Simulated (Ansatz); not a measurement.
**Sr in Ansatz: convergence with basis error**

Sr:

```
CELL_PARAMETERS angstrom
-2.43500 2.43500 2.43500
2.43500 -2.43500 2.43500
2.43500 2.43500 -2.43500
ATOMIC_POSITIONS crystal
Sr 0.00000 0.00000 0.00000
```

This isn't the form of Sr at room conditions, which is fcc.

| Quantity | Value |
| --- | --- |
| Program | Ansatz 0.2.0 |
| Task | convergence study |
| Functional | PBE |
| Potentials or basis | all-electron LAPW, scalar-relativistic |
| Cutoff | 41 eV (chosen from the basis error) |
| Basis error allowed | 0.03 eV/atom |
| k mesh | 8 × 8 × 8 |
| Occupations | fermi-dirac, width 0.05 eV |
| Spin | no spin polarisation |

These are the settings of the first run; the series varies basis error, with any setting tied to it.

Hardware: 1 thread of Intel(R) Xeon(R) Processor @ 2.50GHz (Skylake/Cascade Lake), with other jobs on the host.

The values tried are 0.03 eV/atom, 0.01 eV/atom, 0.003 eV/atom, 0.001 eV/atom, 0.0003 eV/atom, 0.0001 eV/atom, loosest first. From which on does the energy stay within 1 meV/atom of the tightest run that finished?

From 0.003 eV/atom on.

| basis error | energy less the tightest run, at zero smearing (meV/atom) | pressure (GPa) | SCF cycles | CPU time (s) | peak memory (GiB) |
| --- | --- | --- | --- | --- | --- |
| 0.03 eV/atom | 9.45 | -0.65 | 7 | 1.8 | 0.21 |
| 0.01 eV/atom | 2.88 | -0.69 | 7 | 2.1 | 0.21 |
| 0.003 eV/atom | 0.83 | -0.70 | 7 | 1.7 | 0.22 |
| 0.001 eV/atom | 0.24 | -0.70 | 7 | 2.8 | 0.23 |
| 0.0003 eV/atom | 0.05 | -0.70 | 7 | 4.1 | 0.24 |
| 0.0001 eV/atom | 0.00 | -0.70 | 7 | 4.9 | 0.25 |

Against the tightest run, the pressure stays within 0.1 GPa from 0.03 eV/atom on. The tightest run that finished is the yardstick and may itself not be fully converged.

Caveat, for the tightest run too: the cell was measured hot, at 901 K.

The runs don't all hold the same shells in valence.
